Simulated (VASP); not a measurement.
Write the native input for VASP 6.6.1 that does the following.

```
Task                   : relaxation of cell and atoms
Functional             : r2SCAN
Potentials or basis    : VASP PAW PBE potentials, release 64 (Ga_d, S)
Cutoff                 : 600 eV
k mesh                 : 9 × 9 × 2
Occupations            : gaussian, width 0.03 eV
Spin                   : no spin polarisation
Further INCAR settings : ALGO = Normal; EDIFF = 1e-07; IBRION = 2; EDIFFG = -0.005; NSW = 90; ISIF = 3
```

The structure of GaS lies in POSCAR:

```
GaS                                     
1.0
    3.5937558214     -0.0000000000      0.0000000000
   -1.7968779107      3.1122838363      0.0000000000
    0.0000000000     -0.0000000000     16.0398748970
  Ga              S             
     4     4
Direct
     0.3333333332999970    0.6666666667000030    0.1738420002456976
     0.6666666667000030    0.3333333332999970    0.6738420002456977
     0.3333333332999970    0.6666666667000030    0.3261579997543024
     0.6666666667000030    0.3333333332999970    0.8261579997543023
     0.3333333332999970    0.6666666667000030    0.6072233010977875
     0.6666666667000030    0.3333333332999970    0.1072233010977878
     0.3333333332999970    0.6666666667000030    0.8927766989022125
     0.6666666667000030    0.3333333332999970    0.3927766989022123
```

These files were run (other wordings do the same):

INCAR

```
PREC = Accurate
ENCUT = 600
EDIFF = 1E-7
ISMEAR = 0
SIGMA = 0.03
LREAL = F
LASPH = T
NELM = 80
ALGO = Normal
ISIF = 3
LWAVE = F
LCHARG = F
METAGGA = R2SCAN
LMIXTAU = T
IBRION = 2
NSW = 90
EDIFFG = -0.005
KPAR = 2
```

KPOINTS

```
Automatic mesh
0
Gamma
  9 9 2
```

Potentials or basis: VASP PAW PBE potentials, release 64 (Ga_d, S).

Run with:

```console
$ cat potpaw_PBE.64/Ga_d/POTCAR potpaw_PBE.64/S/POTCAR > POTCAR
$ mpirun -np 2 vasp_std > vasp.out
```

It gave:

```
Relaxed volume                         : 22.52 Å³/atom
Relaxed cell                           : a = 3.593 Å, b = 3.593 Å, c = 16.113 Å, α = 90.00°, β = 90.00°, γ = 120.00°
Space group after relaxing (to 0.05 Å) : P6_3/mmc (No. 194)
Energy gained by relaxing              : 0.0 meV/atom
Ionic steps                            : 17
Pressure after relaxing                : 0.0 GPa
Band gap on the k mesh                 : 2.14 eV, indirect (least direct gap 2.36 eV)
```

Caveat: the PAW data sets were made with another functional, which shifts forces and pressure a little; an odd mesh through Γ misses points on the zone boundary, where band edges often lie.

Wall time 72 min on 2 MPI ranks on Intel(R) Xeon(R) Platinum 8488C (Sapphire Rapids), with other jobs on the host, peak memory 0.5 GiB a rank.
